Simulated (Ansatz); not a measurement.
**Magnetic states of cobalt, fcc**

All numbers below come from Ansatz, DFT, BLYP, plane waves (420 eV) with PAW, scalar-relativistic. (PAW data from PBE, frozen cores regenerated.)

Each start was relaxed and then solved on a dense mesh, with Fermi-Dirac smearing of 0.05 eV (0.1 eV in a metal without spin) extrapolated to zero. Rows within 2 meV/atom of each other tie.

Where does each start end, and how do the energies compare? Starts: ferromagnetic; non-magnetic.


| start | ends | ΔE (meV/atom) | V (Å³/atom) |
| --- | --- | --- | --- |
| ferromagnetic | ferromagnetic, net 1.65 μB per atom | 0.0 | 11.41 |
| non-magnetic | spin not included | 194.1 | 10.80 |
